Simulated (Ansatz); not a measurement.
The system is GaSb.

```
Sb Ga
1.0
     0.00000    3.05900    3.05900
     3.05900    0.00000    3.05900
     3.05900    3.05900    0.00000
Sb Ga
1 1
Direct
  0.75000 0.75000 0.75000
  0.00000 0.00000 0.00000
```

Base run:

```yaml
Program: Ansatz 0.2.0
Functional: PBEsol
Potentials_or_basis: all-electron LAPW, scalar-relativistic
Cutoff: 278 eV
Density_cutoff: 1113 eV
Basis_error_allowed: 0.001 eV/atom
k_mesh: 8 × 8 × 8
Occupations: fermi-dirac, width 0.05 eV
Spin: no spin polarisation
```

Its results: pressure -0.1 GPa.

**Question.** The run is repeated on the same cell with these changes: functional from PBEsol to LDA. What comes out?

**Answer.** Pressure -1.7 GPa.

LDA binds more tightly than PBEsol, so the same cell stands under less pressure.

Not every run made on this cell is shown here.
